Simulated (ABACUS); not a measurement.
# ZrN (Fm-3m) in ABACUS: tuning mixing gg0

Aim: find the choice of mixing gg0 that runs ZrN fastest, at r2SCAN. This setting moves, with any that are tied to it; all else stays.

Everything below comes from runs of ABACUS 3.10.1. Logs are shortened: lines on timing, memory, paths and dates and some standing lists are left out, and cuts for length are marked.

## (1) The crystal as given

The structure is cubic, space group Fm-3m (No. 225). The conventional cell has a = 4.600 Å, b = 4.600 Å, c = 4.600 Å, α = 90.00°, β = 90.00°, γ = 90.00°. Zr (site symmetry m-3m) is surrounded by 6 N at 2.30 Å. N (site symmetry m-3m) has 6 Zr at 2.30 Å as nearest neighbours.

## (2) With mixing gg0 0

INPUT reads:

```
INPUT_PARAMETERS
suffix              ZrN
calculation         scf
basis_type          pw
pseudo_dir          ./
symmetry            1
dft_functional      MGGA_X_R2SCAN+MGGA_C_R2SCAN
ecutwfc             106
pseudo_rcut         10
nspin               1
nbands              13
ks_solver           dav
smearing_method     gauss
smearing_sigma      0.00734986
scf_thr             1e-08
scf_nmax            60
mixing_type         broyden
mixing_beta         0.7
cal_force           1
cal_stress          0
mixing_tau          1
mixing_gg0          0
kpar                4
```

STRU reads:

```
ATOMIC_SPECIES
Zr 91.2240 Zr.upf
N 14.0070 N.upf

LATTICE_CONSTANT
1.8897261246

LATTICE_VECTORS
0.0000000000 2.3000000000 2.3000000000
2.3000000000 0.0000000000 2.3000000000
2.3000000000 2.3000000000 0.0000000000

ATOMIC_POSITIONS
Direct

Zr
0.0
1
0.5000000000 0.5000000000 0.5000000000 1 1 1

N
0.0
1
0.0000000000 0.0000000000 0.0000000000 1 1 1
```

KPT reads:

```
K_POINTS
0
Gamma
6 6 6 0 0 0
```

Potentials or basis: Ansatz NC PBE, plane waves.

On the command line:

```bash
> OMP_NUM_THREADS=1 mpirun -np 4 abacus > log
```

running log:

```text
[... set-up lines left out ...]
 PW ALGORITHM --------------- ION=   1  ELEC=   1--------------------------------

 Density error is 0.597469136994
                          Error Threshold = 0.01
----------------------------------------------------------
     Energy           Rydberg                 eV
----------------------------------------------------------
 E_KohnSham     -124.1795604936      -1689.5495978483
 E_Harris       -123.9458534402      -1686.3698502596
 E_Fermi        1.3188977046         17.9445238621
----------------------------------------------------------
[... 99 lines left out ...]
 Density error is 1.60259765413e-10
                          Error Threshold = 6.0995187835e-11
----------------------------------------------------------
     Energy           Rydberg                 eV
----------------------------------------------------------
 E_KohnSham     -124.4968275722      -1693.8662379058
 E_KS(sigma->0) -124.4967479414      -1693.8651544727
 E_Harris       -124.4968512805      -1693.8665604731
 E_band         -3.0583555811        -41.6110624136
 E_one_elec     -5.1492427307        -70.0590415231
 E_Hartree      13.5238883883        184.0019411972
 E_xc           -28.6913179407       -390.3654071238
 E_Ewald        -104.1799960274      -1417.4415635899
 E_entropy(-TS) -0.0001592617        -0.0021668663
 E_descf        0.0000000000         0.0000000000
 E_exx          0.0000000000         0.0000000000
 E_Fermi        1.3186404004         17.9410230586
----------------------------------------------------------

 charge density convergence is achieved
 final etot is -1693.8662379 eV
 EFERMI = 17.941023059 eV

 STATE ENERGY(eV) AND OCCUPATIONS    NSPIN == 1
 1/4 kpoint (Cartesian) = 0.0000 0.0000 0.0000 (2975 pws)
       1       -33.8964     0.00925926
       2       -10.7721     0.00925926
       3       -10.7721     0.00925926
       4       -10.7721     0.00925926
       5       0.196630     0.00925926
       6        14.7418     0.00925926
       7        14.7418     0.00925926
       8        17.3428     0.00925926
       9        17.3428     0.00925926
      10        17.3428     0.00925926
      11        19.3462        0.00000
      12        19.3462        0.00000
      13        20.6887        0.00000

 2/4 kpoint (Cartesian) = 0.036232 0.036232 0.036232 (3017 pws)
       1       -33.8626      0.0740741
       2       -11.0832      0.0740741
       3       -10.7942      0.0740741
       4       -10.7942      0.0740741
       5       0.710216      0.0740741
       6        12.9954      0.0740741
       7        13.5780      0.0740741
       8        13.5780      0.0740741
       9        17.8787      0.0600834
      10        18.0721     0.00236567
      11        18.0721     0.00236567
      12        21.0511        0.00000
      13        21.0511        0.00000

 3/4 kpoint (Cartesian) = 0.072464 0.072464 0.072464 (3004 pws)
       1       -33.7940      0.0740741
       2       -11.6520      0.0740741
       3       -10.8378      0.0740741
       4       -10.8378      0.0740741
       5        1.75933      0.0740741
       6        10.7002      0.0740741
       7        12.1989      0.0740741
       8        12.1989      0.0740741
       9        19.1433        0.00000
      10        19.7085        0.00000
      11        19.7085        0.00000
      12        23.7081        0.00000
      13        23.9434        0.00000

 4/4 kpoint (Cartesian) = 0.10870 0.10870 0.10870 (3040 pws)
       1       -33.7594      0.0370370
       2       -11.9151      0.0370370
       3       -10.8593      0.0370370
       4       -10.8593      0.0370370
       5        2.32514      0.0370370
       6        9.71820      0.0370370
       7        11.6883      0.0370370
       8        11.6883      0.0370370
       9        20.7936        0.00000
      10        20.8190        0.00000
      11        20.8190        0.00000
      12        22.6886        0.00000
      13        25.5597        0.00000

------------------------------------------------------------------------------------------
 TOTAL-FORCE (eV/Angstrom)
------------------------------------------------------------------------------------------
                       Zr1         0.0000000000         0.0000000000         0.0000000000
                        N1         0.0000000000         0.0000000000         0.0000000000
------------------------------------------------------------------------------------------

 --------------------------------------------
 !FINAL_ETOT_IS -1693.8662379057952876 eV
 --------------------------------------------
```

Wall time 23 s (4 MPI ranks of Intel Xeon Platinum 8375C at 2.90GHz (Ice Lake), shared host); peak memory 0.4 GiB.

The run converged, but runs of this kind are known to go wrong with this program or these potentials, so none of its numbers is taken as a property of the crystal.

Caveat: the k mesh is coarse (spacing up to 0.39 Å⁻¹), so the values aren't converged; a meta-GGA on potentials with a model core is unreliable.

## (3) With mixing gg0 0.5

Edit INPUT of step 2 so:

```diff
@@ -21,3 +21,3 @@
 mixing_tau          1
-mixing_gg0          0
+mixing_gg0          0.5
 kpar                4
```

STRU is that of step 2.

KPT is that of step 2.

Potentials or basis: Ansatz NC PBE, plane waves.

On the command line:

```bash
> OMP_NUM_THREADS=1 mpirun -np 4 abacus > log
```

Wall time 20 s (4 MPI ranks of Intel Xeon Platinum 8375C at 2.90GHz (Ice Lake), shared host); peak memory 0.4 GiB.

The run converged, but runs of this kind are known to go wrong with this program or these potentials, so none of its numbers is taken as a property of the crystal.

Caveat: the k mesh is coarse (spacing up to 0.39 Å⁻¹), so the values aren't converged; a meta-GGA on potentials with a model core is unreliable.

## (4) With mixing gg0 1

Edit INPUT of step 3 so:

```diff
@@ -21,3 +21,3 @@
 mixing_tau          1
-mixing_gg0          0.5
+mixing_gg0          1
 kpar                4
```

STRU is that of step 3.

KPT is that of step 3.

On the command line:

```bash
> OMP_NUM_THREADS=1 mpirun -np 4 abacus > log
```

Run time: 18 s. Hardware: 4 MPI ranks of Intel Xeon Platinum 8375C at 2.90GHz (Ice Lake), shared host; peak memory 0.4 GiB.

The run converged, but runs of this kind are known to go wrong with this program or these potentials, so none of its numbers is taken as a property of the crystal.

Caveat: the k mesh is coarse (spacing up to 0.39 Å⁻¹), so the values aren't converged; a meta-GGA on potentials with a model core is unreliable.

## (5) With mixing gg0 1.5

Edit INPUT of step 4 so:

```diff
@@ -21,3 +21,3 @@
 mixing_tau          1
-mixing_gg0          1
+mixing_gg0          1.5
 kpar                4
```

STRU is that of step 4.

KPT is that of step 4.

On the command line:

```bash
> OMP_NUM_THREADS=1 mpirun -np 4 abacus > log
```

Wall time 21 s (4 MPI ranks of Intel Xeon Platinum 8375C at 2.90GHz (Ice Lake), shared host); peak memory 0.4 GiB.

The run converged, but runs of this kind are known to go wrong with this program or these potentials, so none of its numbers is taken as a property of the crystal.

Caveat: the k mesh is coarse (spacing up to 0.39 Å⁻¹), so the values aren't converged; a meta-GGA on potentials with a model core is unreliable.

## (6) With mixing gg0 2

Edit INPUT of step 5 so:

```diff
@@ -21,3 +21,3 @@
 mixing_tau          1
-mixing_gg0          1.5
+mixing_gg0          2
 kpar                4
```

STRU is that of step 5.

KPT is that of step 5.

Potentials or basis: Ansatz NC PBE, plane waves.

On the command line:

```bash
> OMP_NUM_THREADS=1 mpirun -np 4 abacus > log
```

Wall time 44 s (4 MPI ranks of Intel Xeon Platinum 8375C at 2.90GHz (Ice Lake), shared host); peak memory 0.4 GiB.

The run converged, but runs of this kind are known to go wrong with this program or these potentials, so none of its numbers is taken as a property of the crystal.

Caveat: the k mesh is coarse (spacing up to 0.39 Å⁻¹), so the values aren't converged; a meta-GGA on potentials with a model core is unreliable.

## (7) Summary

```
mixing gg0  energy less the last converged row (meV/atom)  SCF cycles  wall time (s)
         0                                           0.00          10             23
       0.5                                           0.00          10             20
         1                                           0.00           8             18
       1.5                                           0.00          11             21
         2                                           0.00          22             44
```

Fastest here: 1 (18 s), level within noise with 0.5, 1.5; slowest of those that converged: 2 (44 s). These are single runs, one after another on one machine, so differences under about a fifth mean little.

Caveats: all runs use coarse meshes; a meta-GGA on potentials with a model core is unreliable.
